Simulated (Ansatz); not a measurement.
CsPbI$_{3}$:
```
CELL_PARAMETERS angstrom
      6.33269     0.00000     0.00000
      0.00000     6.33269     0.00000
      0.00000     0.00000     6.33269
ATOMIC_POSITIONS crystal
  Cs 0.50000 0.50000 0.50000
  Pb 0.00000 0.00000 0.00000
  I  0.00000 0.00000 0.50000
  I  0.50000 0.00000 0.00000
  I  0.00000 0.50000 0.00000
```

Relaxed with r²SCAN. Special points in fractions of this cell's reciprocal vectors: Γ (0.000, 0.000, 0.000); X (0.000, 0.500, 0.000); M (0.500, 0.500, 0.000); R (0.500, 0.500, 0.500).

**Question.** List the band energies nearest the valence-band maximum at these points for r²SCAN (plane waves, PAW; program Ansatz).

**Answer.** In eV from the valence-band maximum; about four levels below and three above (degenerate sets whole), none deeper than 8.9 eV; points with the same levels are listed once.

```csv
k,below,above
Γ,-1.50 -1.50 -1.50 -1.37 -1.37 -1.37,3.52 4.43 4.43
X,-1.63 -1.47 -1.47 -1.02,2.45 4.99 5.16
M,-1.75 -1.75 -1.59 -0.96 -0.51,2.12 2.12 5.17
R,-0.95 -0.95 -0.95 0.00,1.70 1.70 1.70
```

Space group Pm-3m (cubic perovskite). This is a known high-temperature phase of the composition, computed here at zero pressure and temperature. The cell was relaxed with r²SCAN under the symmetry of its start; of distortions, only those at the zone centre were tested. Spin–orbit coupling is left out wherever it is not named.

Potentials: the later of the program's two PAW sets.
